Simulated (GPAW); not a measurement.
# Ti2C (R-3m) in GPAW: single point with PBEsol

Aim: the single point of Ti2C with PBEsol.

Program: GPAW 26.7.0. These are calculated values, not measurements. Logs are shortened: lines on timing, memory, paths and dates and some standing lists are left out, and cuts for length are marked. The log counts tension as positive stress, the text compression.

### 1 Starting point

Symmetry: R-3m, No. 166, trigonal system. The conventional cell has a = 3.081 Å, b = 3.081 Å, c = 14.441 Å, α = 90.00°, β = 90.00°, γ = 120.00°. Around Ti (site symmetry 3m) lie 3 C at 2.11 Å. C (site symmetry -3m) has 6 Ti at 2.11 Å as nearest neighbours.

The cell comes from a database or a generator and needn't be the stable form of this composition.

### 2 Single point, PBEsol

run.py reads:

```python
from ase import Atoms
from ase.dft.bandgap import bandgap
from ase.io import write
from ase.units import GPa
from gpaw import GPAW, PW, setup_paths

setup_paths.insert(0, '.')

atoms = Atoms(['Ti', 'Ti', 'C'],
              cell=[[1.540698181, 0.8895225095, 4.8137698526],
                    [-1.540698181, 0.8895225095, 4.8137698526],
                    [0.0, -1.7790450191, 4.8137698526]],
              scaled_positions=[[0.75450217, 0.75450217, 0.75450217],
                                [0.24549783, 0.24549783, 0.24549783],
                                [0.5, 0.5, 0.5]],
              pbc=True)

calc = GPAW(mode=PW(600),
            xc='PBEsol',
            kpts={'size': (8, 8, 8), 'gamma': True},
            occupations={'name': 'fermi-dirac', 'width': 0.05},
            nbands=28,
            maxiter=120,
            txt='gpaw.txt')
atoms.calc = calc
energy = atoms.get_potential_energy()
forces = atoms.get_forces()
stress = atoms.get_stress()
calc.write('gs.gpw')
write('result.traj', atoms)
print(f'Energy: {energy:.6f} eV')
print('Forces (eV/A):')
print(forces.round(4))
print('Stress (GPa):', (stress / GPa).round(3))
print('Fermi level:', round(calc.get_fermi_level(), 4), 'eV')
print(f'Gap: {bandgap(calc)[0]:.4f} eV, direct: {bandgap(calc, direct=True)[0]:.4f} eV')
```

Potentials or basis: PAW data sets generated in the run's folder for this functional, pw.

The run is started by

```console
gpaw-setup -f PBEsol C Ti
OMP_NUM_THREADS=1 python run.py
```

gpaw.txt:

```text
__  _  _
 | _ |_)|_||  |
 |__||  | ||/\| - 26.7.0

Input parameters:
  mode=PW(ecut=600.0),
  kpts=MonkhorstPack(size=(8, 8, 8), gamma=True),
  maxiter=120,
  nbands=28,
  occupations=Occupations(name='fermi-dirac', width=0.05),
  xc=XC(name='PBEsol')

Diagonalizing LCAO Hamiltonian
Converting LCAO to pw mode

       Ti

       C

       Ti

Atoms  # Å, Bohr magnetons
|   | symbol |         x |         y |         z |    initial magnetic moments |
|---|--------|-----------|-----------|-----------|-----------------------------|
| 0 |     Ti | -0.000000 | -0.000000 | 10.895999 | ( 0.0000,  0.0000,  0.0000) |
| 1 |     Ti |  0.000000 | -0.000000 |  3.545310 | ( 0.0000,  0.0000,  0.0000) |
| 2 |      C |  0.000000 | -0.000000 |  7.220655 | ( 0.0000,  0.0000,  0.0000) |

Unit cell  # Å
| periodic |         x |         y |        z |  lengths |    angles |
|----------|-----------|-----------|----------|----------|-----------|
|      yes |  1.540698 |  0.889523 | 4.813770 | 5.131996 | 34.940941 |
|      yes | -1.540698 |  0.889523 | 4.813770 | 5.131996 | 34.940941 |
|      yes |  0.000000 | -1.779045 | 4.813770 | 5.131996 | 34.940941 |

Number of symmetries: 12
Symmetry operations  # r_c * U_cc + t_c -> r_c
|    | kind |            matrix            |
|----|------|------------------------------|
|  0 |  E   |  1, 0, 0,  0, 1, 0,  0, 0, 1 |
|  1 |  σ   |  1, 0, 0,  0, 0, 1,  0, 1, 0 |
|  2 |  σ   |  0, 1, 0,  1, 0, 0,  0, 0, 1 |
|  3 |  C3  |  0, 1, 0,  0, 0, 1,  1, 0, 0 |
|  4 |  C3  |  0, 0, 1,  1, 0, 0,  0, 1, 0 |
|  5 |  σ   |  0, 0, 1,  0, 1, 0,  1, 0, 0 |
|  6 |  C2  |  0, 0,-1,  0,-1, 0, -1, 0, 0 |
|  7 |  S6  |  0, 0,-1, -1, 0, 0,  0,-1, 0 |
|  8 |  S6  |  0,-1, 0,  0, 0,-1, -1, 0, 0 |
|  9 |  C2  |  0,-1, 0, -1, 0, 0,  0, 0,-1 |
| 10 |  C2  | -1, 0, 0,  0, 0,-1,  0,-1, 0 |
| 11 |  i   | -1, 0, 0,  0,-1, 0,  0, 0,-1 |

BZ-sampling:
  Number of BZ points: 512
  Number of IBZ points: 65

  Monkhorst-Pack size: [8, 8, 8]
  Monkhorst-Pack shift: [0.0625, 0.0625, 0.0625]

K-points  # in reciprocal-cell coordinates
|     |                                coordinates |     weight |
|-----|--------------------------------------------|------------|
|   0 | (  0.00000000,   0.00000000,   0.00000000) | 0.00195312 |
|   1 | (  0.12500000,   0.00000000,  -0.12500000) | 0.01171875 |
|   2 | (  0.12500000,   0.00000000,   0.00000000) | 0.01171875 |
|   3 | (  0.12500000,   0.12500000,  -0.12500000) | 0.01171875 |
|   4 | (  0.12500000,   0.12500000,   0.00000000) | 0.01171875 |
|   5 | (  0.12500000,   0.12500000,   0.12500000) | 0.00390625 |
|   6 | (  0.25000000,  -0.12500000,  -0.12500000) | 0.01171875 |
|   7 | (  0.25000000,   0.00000000,  -0.25000000) | 0.01171875 |
|   8 | (  0.25000000,   0.00000000,  -0.12500000) | 0.02343750 |
|   9 | (  0.25000000,   0.00000000,   0.00000000) | 0.01171875 |
| ... |                                            |            |
|  64 | (  0.50000000,   0.50000000,   0.50000000) | 0.00195312 |

Plane wave coefficients: 1336
Cutoff: 600.0 eV

Spin-components: 1 (collinear spins)
Bands:           28
Projectors:      17
Spin-degeneracy: 2
Datatype:        complex128

Parallelization:
  kpt:    1
  domain: 1
  band:   1

Density:
  Valence electrons: 28.0
  Components: 1
  Grid points: [30 30 30]
  Charge: 0.0  # |e|

Potential:
  Grid points: [30 30 30]

species:
  Ti:
    name:    Titanium
    Z:       22.0
    valence: 12
    core:    10
    charge:  0.0  # [|e|]
    compensation charges:
      type: gauss
      rc: 0.38  # [Å]
      lmax: 2
    cutoffs:
      filter: 2.23  # [Å]
      core: 1.02  # [Å]
    projectors
    | kind |    occ | energy [eV] | rcut [Å] |
    |------|--------|-------------|----------|
    |   3s |  2.000 |     -62.441 |    1.270 |
    |   4s |  2.000 |      -4.477 |    1.270 |
    |   3p |  6.000 |     -38.776 |    1.058 |
    |   4p |  0.000 |      -1.449 |    1.058 |
    |   3d |  2.000 |      -4.275 |    1.058 |
    |    d |        |      22.937 |    1.058 |

    Using partial waves for Ti as LCAO basis

  C:
    name:    Carbon
    Z:       6.0
    valence: 4
    core:    2
    charge:  0.0  # [|e|]
    compensation charges:
      type: gauss
      rc: 0.20  # [Å]
      lmax: 2
    cutoffs:
      filter: 1.14  # [Å]
      core: 1.14  # [Å]
    projectors
    | kind |    occ | energy [eV] | rcut [Å] |
    |------|--------|-------------|----------|
    |   2s |  2.000 |     -13.648 |    0.635 |
    |   2p |  2.000 |      -5.232 |    0.635 |
    |    s |        |      13.563 |    0.635 |
    |    p |        |      21.979 |    0.635 |
    |    d |        |       0.000 |    0.635 |

    Using partial waves for C as LCAO basis

Reference energy: -47418.457261  # eV

eigensolver:
  PPCG
  Converge bands: occupied
  niter=2

density mixing:
  MSR1-Mixer
  Pratt-step length: 0.05
  Maximum mixing coefficient: 0.75
  Old densities: 10
  SVD Regularization: 0.005
  Good broyden scale: 1.0
  Trust region scale: 1.0
  Backstep threshold: 4.0
  History deletion threshold: 6.0
  Fourier metric: weight=20.0, sigma=0.015

occupation numbers:
  Fermi-Dirac:
    width: 0.0500  # eV

poisson solver:
  ecut: 4800.0  # eV

xc functional:
  name: PBEsol with 2 nearest neighbor stencil

convergence criteria:
- Maximum [total energy] change in last 3 cyles: 0.0005 eV / valence electron
- Maximum integral of absolute [dens]ity change: 0.0001 electrons / valence electron
- Maximum integral of absolute [eigenst]ate change: 4e-08 eV^2 / valence electron
maximum number of iterations: 120

SCF iterations
|iter     | |      energy | eigst |  dens |
|---------|-|-------------|-------|-------|
|iter:   1| |  -29.484654 | +0.05 |       |
|iter:   2| |  -28.267632 | -1.98 | -0.95 |
|iter:   3| |  -26.066409 | -1.07 | -1.02 |
|iter:   4| |  -26.050305 | -2.71 | -1.70 |
|iter:   5| |  -26.058315 | -2.94 | -1.91 |
|iter:   6| |  -26.057960c| -4.10 | -2.60 |
|iter:   7| |  -26.058026c| -5.18 | -3.29 |
|iter:   8| |  -26.058030c| -6.75 | -4.00 |
|iter:   9| |  -26.058030c| -7.69c| -4.36c|

Converged in 9 steps
Energy contributions relative to reference atoms: (reference = -47418.457261)

Energy contributions:
  Kinetic:          20.118039
  Coulomb:         -21.690835
  Zero:              0.105918
  External:          0.000000
  Xc:              -24.583597
  Entropy:          -0.015110
  Spinorbit:         0.000000
  ----------------------------
  Free energy:     -26.065585
  Extrapolated:    -26.058030

dipole moment: (-0.000000, 0.000000, 0.000004)  # |e|*Ang

Fermi level: 8.750
Eigenvalues  # (at kpt = [0.000, 0.000, 0.000])
| band index |      eig [eV] | occ [0-2] |
|------------|---------------|-----------|
|          0 |       -47.743 |     2.000 |
|        ... |               |           |
|          5 |       -23.876 |     2.000 |
|          6 |       -23.842 |     2.000 |
|          7 |       -23.842 |     2.000 |
|          8 |        -2.598 |     2.000 |
|          9 |         3.880 |     2.000 |
|         10 |         6.192 |     2.000 |
|         11 |         6.192 |     2.000 |
|         12 |         6.710 |     2.000 |
|         13 |         9.220 |     0.000 |
|         14 |         9.220 |     0.000 |
|         15 |         9.737 |     0.000 |
|         16 |        10.682 |     0.000 |
|         17 |        10.682 |     0.000 |
|         18 |        11.751 |     0.000 |
|         19 |        11.751 |     0.000 |
|         20 |        12.806 |     0.000 |
|        ... |               |           |
|         27 |        24.404 |     0.000 |

No gap
No difference between direct/indirect transitions

Forces  # eV/Ang
|        x |        y |        z |
|----------|----------|----------|
|  0.00000 | -0.00000 |  0.10963 |  # Ti   0
| -0.00000 |  0.00000 | -0.10963 |  # Ti   1
|  0.00000 |  0.00000 |  0.00000 |  # C    2

Stress tensor  # eV/Ang^3
|        x |         y |        z |
|----------|-----------|----------|
| 0.029183 | -0.000000 | 0.000000 |
| 0.000000 |  0.029183 | 0.000000 |
| 0.000000 |  0.000000 | 0.026787 |

# Writing to gs.gpw (mode='')
```

Wall time 1.8 min (1 thread of Arm Neoverse V1, shared host); peak memory 0.25 GiB.

Results:

| Property | Result |
| --- | --- |
| Free energy | -26.0656 eV |
| Pressure | -4.5 GPa |
| Largest force | 0.110 eV/Å |
| Band gap on the k mesh | none (metal or under the smearing width) |

Forces in eV/Å, atoms in the order of the input:
```
Ti   0.000  0.000  0.110
Ti   0.000  0.000 -0.110
C    0.000  0.000  0.000
```

Caveat: the cutoff is short for stress and forces, so pressures can be off by a GPa or more; the program warned that so skewed a cell can give wrong results.
